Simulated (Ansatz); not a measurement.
Input of an Ansatz 0.2.0 run:

Contents of input.yaml:

```yaml
crystal:
  lattice:
    - [2.2853, 0.0, 0.0]
    - [-1.14265, 1.9791278553, 0.0]
    - [0.0, 0.0, 3.5842]
  atoms:
    - { symbol: Be, position: [0.6666666667, 0.3333333333, 0.75] }
    - { symbol: Be, position: [0.3333333333, 0.6666666667, 0.25] }
hamiltonian:
  xc: pbesol
  pseudopotentials: { kind: paw }
kpoints:
  mp_grid: { grid: [13, 13, 8] }
scf:
  occupations: { method: fermi_dirac, width: 0.05 }
output:
  forces: true
  stress: true
  eigenvalues: true
  write_density: true
  write_potential: true
  elf: true
  volumetric_format: npy
relax:
  f_tol: 0.01
  max_steps: 40
  cell: { stress_tol: 0.05 }
```

Potentials or basis: Ansatz PAW.

Command:

```console
$ ansatz run input.yaml --threads 2 --pin off --max-ram 5632MiB --backend cpu --events-out ev --progress --plain --runs-dir out
```

Q: Predict the band gap on the k mesh.

A: None (metal or under the smearing width).

Q: Predict the relaxed volume.

A: 7.85 Å³/atom.

Q: Predict the relaxed cell.

A: a = 2.261 Å, b = 2.261 Å, c = 3.543 Å, α = 90.00°, β = 90.00°, γ = 120.00°.

Q: Estimate the space group after relaxing (to 0.05 Å).

A: P6_3/mmc (No. 194).

Final structure:
```yaml
crystal:
  lattice:
    - [2.26128, 0.00000, 0.00000]
    - [-1.13064, 1.95833, 0.00000]
    - [0.00000, 0.00000, 3.54342]
  atoms:
    - { symbol: Be, position: [0.66667, 0.33333, 0.75000] }
    - { symbol: Be, position: [0.33333, 0.66667, 0.25000] }
```

Caveat: the PAW data sets come from PBE, with cores solved anew for the run's functional, which leaves a small shift of forces and pressure.
